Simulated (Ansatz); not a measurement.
# TaN: the cost of one run

Method: DFT PBEsol, scalar-relativistic, plane waves, PAW, in Ansatz 0.2.0.

2 further runs of the same task are left out: 2 set aside as unsound or not needed.

### Step 1. The system as given

It takes space group Fm-3m (No. 225, cubic). Conventional cell: a = 4.376 Å, b = 4.376 Å, c = 4.376 Å, α = 90.00°, β = 90.00°, γ = 90.00°. Ta (site symmetry m-3m) has 6 N at 2.19 Å as nearest neighbours. N (site symmetry m-3m) is surrounded by 6 Ta at 2.19 Å.

Structure file:

```
CELL_PARAMETERS angstrom
4.37569 0.00000 0.00000
0.00000 2.18784 -2.18784
0.00000 6.56353 6.56353
ATOMIC_POSITIONS crystal
Ta 0.50000 0.00000 0.33333
Ta 0.00000 0.50000 0.50000
Ta 0.50000 0.00000 0.66667
Ta 0.00000 0.50000 0.83333
Ta 0.50000 0.00000 0.00000
Ta 0.00000 0.50000 0.16667
N 0.00000 0.00000 0.33333
N 0.50000 0.50000 0.50000
N 0.00000 0.00000 0.66667
N 0.50000 0.50000 0.83333
N 0.00000 0.00000 0.00000
N 0.50000 0.50000 0.16667
```

It is built from the cell relaxed beforehand with the same method (10.47 Å³/atom).

### Step 2. The reference: the undisturbed cell on the scan's mesh

Contents of input.yaml:

```yaml
crystal:
  lattice:
    - [4.3756894076, 0.0, 0.0]
    - [0.0, 2.1878447038, -2.1878447038]
    - [0.0, 6.5635341115, 6.5635341115]
  atoms:
    - { symbol: Ta, position: [0.5, 0.0, 0.3333333333] }
    - { symbol: Ta, position: [0.0, 0.5, 0.5] }
    - { symbol: Ta, position: [0.5, 0.0, 0.6666666667] }
    - { symbol: Ta, position: [0.0, 0.5, 0.8333333333] }
    - { symbol: Ta, position: [0.5, 0.0, 0.0] }
    - { symbol: Ta, position: [0.0, 0.5, 0.1666666667] }
    - { symbol: "N", position: [0.0, 0.0, 0.3333333333] }
    - { symbol: "N", position: [0.5, 0.5, 0.5] }
    - { symbol: "N", position: [0.0, 0.0, 0.6666666667] }
    - { symbol: "N", position: [0.5, 0.5, 0.8333333333] }
    - { symbol: "N", position: [0.0, 0.0, 1.0] }
    - { symbol: "N", position: [0.5, 0.5, 0.1666666667] }
basis:
  ecutwfc: 420
kpoints:
  mp_grid: { grid: [14, 19, 7] }
hamiltonian:
  xc: pbesol
scf:
  occupations: { method: gaussian, width: 0.15 }
output:
  forces: true
  stress: true
  eigenvalues: true
  write_density: true
  write_potential: true
  elf: true
  volumetric_format: npy
```

Run with:

```
> ansatz run input.yaml --threads 2 --pin off --max-ram 5120MiB --backend cpu --events-out ev --progress --plain --runs-dir out
```

What time and memory should one allow on 2 threads of Intel Xeon 6975P-C (Granite Rapids), shared host?

About 63 s, with a peak of 1.7 GiB.
